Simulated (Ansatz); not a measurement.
## SnO2 (Cassiterite) under changes of volume

One of the cells (11.922 Å³/atom); the others are scaled copies at fixed shape and fractional positions:

```
Sn O
1.0
     4.73800    0.00000    0.00000
     0.00000    4.73800    0.00000
     0.00000    0.00000    3.18650
Sn O
2 4
Direct
  0.50000 0.50000 0.50000
  0.00000 0.00000 0.00000
  0.80710 0.19290 0.50000
  0.69290 0.69290 0.00000
  0.19290 0.80710 0.50000
  0.30710 0.30710 0.00000
```

* Program: Ansatz 0.2.0
* Functional: r2SCAN
* Dispersion: D4
* Potentials or basis: Ansatz PAW
* Cutoff: 500 eV (not typed: the program's choice for these potentials)
* k mesh: 6 × 6 × 8
* Occupations: fermi-dirac, width 0.05 eV
* Spin: no spin polarisation

```tsv
volume (Å³/atom)	energy over the lowest point (meV/atom)	pressure (GPa)	gap on the mesh (eV)	largest force (eV/Å)
11.207	43.54	18.4	2.74	0.528
11.445	20.79	12.3	2.47	0.425
11.684	6.58	6.9	2.21	0.329
11.922	0.00	2.0	1.96	0.240
12.161	0.24	-2.3	1.72	0.157
12.399	?	?	?	?
12.637	18.32	-9.6	1.27	0.009
```

Task: What does the run at 12.399 Å³/atom give?

Result: Energy over the lowest point 6.56 meV/atom; pressure -6.1 GPa; gap on the mesh 1.49 eV; largest force 0.080 eV/Å.

Worked out: A Birch-Murnaghan fit of order 3 (a polynomial in V^(-2/3)) to the other rows has its minimum at 12.03 Å³/atom with B0 = V·E''(V) = 219 GPa and B' = 4.7 at fixed shape and positions, which overstates the stiffness. It gives 6.57 meV/atom at 12.399 Å³/atom, against the run's 6.56, and -dE/dV = -6.2 GPa, against -6.1. A straight line through the other rows of the gap, of slope -12.2 eV per unit of ln V (its deformation potential), gives 1.49 eV, against the run's 1.49.

Energies are extrapolated to zero smearing.

Caveats: spin-orbit coupling is left out, which moves the levels of the heavy elements; the PAW data sets come from PBE, with cores solved anew for the run's functional, which leaves a small shift of forces and pressure.
